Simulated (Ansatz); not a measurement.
Crystal: GaAs.

```
CELL_PARAMETERS angstrom
3.60640 0.00000 0.00000
-1.80320 3.12324 0.00000
0.00000 0.00000 3.57319
ATOMIC_POSITIONS crystal
Ga 0.33333 0.66667 0.50000
As 0.00000 0.00000 0.00000
```

The cell was built by a generator and needn't be a form met in nature.

```yaml
Program: Ansatz 0.2.0
Task: relaxation of cell and atoms
Functional: PBE
Potentials_or_basis: Ansatz PAW
Cutoff: "420 eV (not typed: the program's choice for these potentials)"
k_mesh: 9 × 9 × 8
Occupations: fermi-dirac, width 0.05 eV
Spin: no spin polarisation
```

At the start: volume 20.12 Å³/atom.

**Question.** Where does the relaxation end?

**Answer.** It ends after 5 steps and the volume is 20.59 Å³/atom (+2.3 %); space group P-6m2 (No. 187, to 0.05 Å).

The path:
```
step  energy change (eV)  largest force (eV/Å)  volume (Å³)
   1              0.0000                0.0000        40.25
   2             -0.0391                0.0000        40.27
   3             -0.0557                0.0000        40.70
   4             -0.0567                0.0000        41.17
   5             -0.0571                0.0000        41.17
```

Final structure:
```cif
data_structure
_symmetry_space_group_name_H-M 'P 1'
_symmetry_Int_Tables_number 1
_cell_length_a 3.8206
_cell_length_b 3.8206
_cell_length_c 3.2572
_cell_angle_alpha 90.000
_cell_angle_beta 90.000
_cell_angle_gamma 120.000
_cell_volume 41.17
loop_
_atom_site_label
_atom_site_type_symbol
_atom_site_fract_x
_atom_site_fract_y
_atom_site_fract_z
_atom_site_occupancy
Ga1 Ga 0.33333 0.66667 0.50000 1
As1 As 0.00000 0.00000 0.00000 1
```

Caveat: the plane-wave basis is chosen anew once the cell has moved, so the energies of steps on either side of that aren't comparable.
